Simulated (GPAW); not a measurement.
The system is HfN.

```
Hf N
1.0
     0.00000    2.25600    2.25600
     2.25600    0.00000    2.25600
     2.25600    2.25600    0.00000
Hf N
1 1
Cartesian
  0.0000 0.0000 0.0000
  2.2560 2.2560 2.2560
```

Base run:

* Program: GPAW 26.7.0
* Functional: r2SCAN
* Potentials or basis: GPAW PAW data sets (gpaw-data 1.2.1)
* Cutoff: 650 eV
* Basis: pw
* k mesh: 8 × 8 × 8
* Occupations: fermi-dirac, width 0.05 eV
* Spin: no spin polarisation

Its results: band gap on the k mesh none (metal or under the smearing width); pressure 0.5 GPa.

Task: The run is repeated on the same cell with these changes: functional from r2SCAN to PBE. What comes out?

Result: Band gap on the k mesh none (metal or under the smearing width); pressure 3.9 GPa.

Caveats: the cutoff is short for stress and forces, so pressures can be off by a GPa or more; the PAW data sets were made with another functional, which shifts forces and pressure a little (some runs).
